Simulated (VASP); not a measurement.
**Quasiparticle levels of Si (Fd-3m)**

Theory: G0W0@LDA, real-axis frequency integration, PAW potentials of the _GW family in VASP.

The input was:

POSCAR
```
Si
1.0
0 2.7155 2.7155
2.7155 0 2.7155
2.7155 2.7155 0
Si
2
Direct
0 0 0
0.25 0.25 0.25
```
KPOINTS
```
Automatic
0
Gamma
6 6 6
0 0 0
```
Potentials (LDA.64): Si_GW
INCAR, step 1 of 3
```
ENCUT = 306.7
LASPH = .TRUE.
ISMEAR = 0
SIGMA = 0.01
EDIFF = 1E-8
NELM = 200
LWAVE = .TRUE.
```
INCAR, step 2 of 3
```
ENCUT = 306.7
LASPH = .TRUE.
ISMEAR = 0
SIGMA = 0.01
NBANDS = 403
ALGO = Exact
NELM = 1
LWAVE = .TRUE.
LOPTICS = .TRUE.
```
INCAR, step 3 of 3
```
ENCUT = 306.7
LASPH = .TRUE.
ISMEAR = 0
SIGMA = 0.01
NBANDS = 403
NBANDSGW = 8
ALGO = EVGW0
NELMGW = 1
NOMEGA = 200
PRECFOCK = Fast
ENCUTGW = 180
ENCUTGWSOFT = 180
```

The input is rewritten from the run's settings.

Linearised quasiparticle energies, zero at the top filled Kohn-Sham level among these points. VB is the top filled band, CB the lowest empty one.

| k | band | ε_KS (eV) | Σx − Vxc (eV) | Σc (eV) | Z | ε_QP (eV) |
| --- | --- | --- | --- | --- | --- | --- |
| Γ | VB-3 | -11.96 | -6.89 | 6.44 | 0.60 | -12.24 |
| Γ | VB | 0.00 | -1.11 | 0.50 | 0.76 | -0.46 |
| Γ | CB | 2.52 | 4.58 | -4.33 | 0.75 | 2.72 |
| L | VB | -1.20 | -1.66 | 1.00 | 0.75 | -1.69 |
| L | CB | 1.43 | 4.32 | -4.06 | 0.77 | 1.62 |
| X | VB | -2.86 | -2.41 | 1.72 | 0.72 | -3.36 |
| X | CB | 0.60 | 4.01 | -3.85 | 0.77 | 0.73 |

The gap (from Γ to X) opens from 0.60 eV to 1.19 eV.

Electronic (ion-clamped) dielectric constant on this mesh, from the head of the inverse dielectric matrix: 16.3.

Band sums or response are cut, so the gap isn't at its basis limit. The gap is read among the points solved; the crystal's band edges can lie elsewhere. Meshes this coarse can overestimate the dielectric constant by a tenth and more.
